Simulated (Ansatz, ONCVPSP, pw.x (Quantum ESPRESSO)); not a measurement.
**pw.x on bcc Ti: one setting changed**

Potential: optimised norm-conserving Vanderbilt (ONCV), ONCVPSP 4.0.1.1 (patched build), PBE; core [Ne], reference 3s2 3p6 3d2 4s2; waves: 3s+4s: rc 2.00 bohr, ncon 3, nbas 6, qcut 6 1/bohr, 2 projectors; 3p: rc 1.65 bohr, ncon 4, nbas 7, qcut 10.4 1/bohr, 2 projectors, debl 2 Ha; 3d: rc 1.60 bohr, ncon 4, nbas 9, qcut 9.2 1/bohr, 2 projectors, debl 1.8 Ha; local part: polynomial inside 1.20 bohr (lpopt 5, dvloc0 6 Ha); core correction: Teter function, fcfact 4.5, rcfact 1.45.

The reference run (k-mesh 14³, cutoffs 90/360 Ry, Fermi–Dirac 0.01 Ry, mixing_beta 0.4, conv_thr 1e-9, no spin) gives 0.33 GPa at 17.343 Å³/atom, where all-electron LAPW gives 0.23 GPa. This run, with its own iteration cap, changes k-mesh shift to 1.

```
&control
  calculation='scf', prefix='x', pseudo_dir='./', outdir='./tmp', tstress=.true., disk_io='none'
/
&system
  ibrav=0, nat=1, ntyp=1, ecutwfc=90, ecutrho=360, nbnd=14,
  occupations='smearing', smearing='fd', degauss=0.01
/
&electrons
  conv_thr=1e-09, mixing_beta=0.4, electron_maxstep=60
/
ATOMIC_SPECIES
Ti 1.0 Ti.UPF
CELL_PARAMETERS angstrom
  -1.63062743 1.63062743 1.63062743
  1.63062743 -1.63062743 1.63062743
  1.63062743 1.63062743 -1.63062743
ATOMIC_POSITIONS crystal
Ti 0.0000 0.0000 0.0000
K_POINTS automatic
14 14 14 1 1 1
```

```bash
pw.x < Ti.scf.in > Ti.scf.out
```

Question: How does the run end?

Answer: It converges in 7 iterations; the free energy moves by -0.1 meV/atom and the pressure by -0.01 GPa. The result is that of the reference run.

```
Message from routine setup:
     using ibrav=0 with symmetry is DISCOURAGED, use correct ibrav instead
     lattice parameter (alat)  =       5.3372  a.u.
     unit-cell volume          =     117.0364 (a.u.)^3
     number of electrons       =        12.00
     number of Kohn-Sham states=           14
     kinetic-energy cutoff     =      90.0000  Ry
     charge density cutoff     =     360.0000  Ry
     scf convergence threshold =      1.0E-09
     Exchange-correlation= PBE
     number of k points=   100  Fermi-Dirac smearing, width (Ry)=  0.0100
     iteration #  1     ecut=    90.00 Ry     beta= 0.40
     total energy              =    -123.07627972 Ry
     estimated scf accuracy    <       0.03740949 Ry
     iteration #  2     ecut=    90.00 Ry     beta= 0.40
     total energy              =    -123.08321558 Ry
     estimated scf accuracy    <       0.00041433 Ry
     iteration #  3     ecut=    90.00 Ry     beta= 0.40
     total energy              =    -123.08324247 Ry
     estimated scf accuracy    <       0.00015316 Ry
     iteration #  4     ecut=    90.00 Ry     beta= 0.40
     total energy              =    -123.08324774 Ry
     estimated scf accuracy    <       0.00000255 Ry
     iteration #  5     ecut=    90.00 Ry     beta= 0.40
     total energy              =    -123.08324756 Ry
     estimated scf accuracy    <       0.00000062 Ry
     iteration #  6     ecut=    90.00 Ry     beta= 0.40
     total energy              =    -123.08324765 Ry
     estimated scf accuracy    <       0.00000002 Ry
     iteration #  7     ecut=    90.00 Ry     beta= 0.40
     the Fermi energy is    13.0789 ev
!    total energy              =    -123.08324766 Ry
     estimated scf accuracy    <          6.3E-10 Ry
     smearing contrib. (-TS)   =      -0.01024838 Ry
     The total energy is F=E-TS. E is the sum of the following terms:
     one-electron contribution =     -41.60425938 Ry
     hartree contribution      =      25.10168710 Ry
     xc contribution           =     -21.53717248 Ry
     ewald contribution        =     -85.03325452 Ry
     convergence has been achieved in   7 iterations
          total   stress  (Ry/bohr**3)                   (kbar)     P=        3.18
     Message from routine punch:
     Nothing written, as per user request (disk_io='none')
```

The run took about 54 s on one core of a shared host (Neoverse-N1, 64 threads, 124 GiB, load 57).
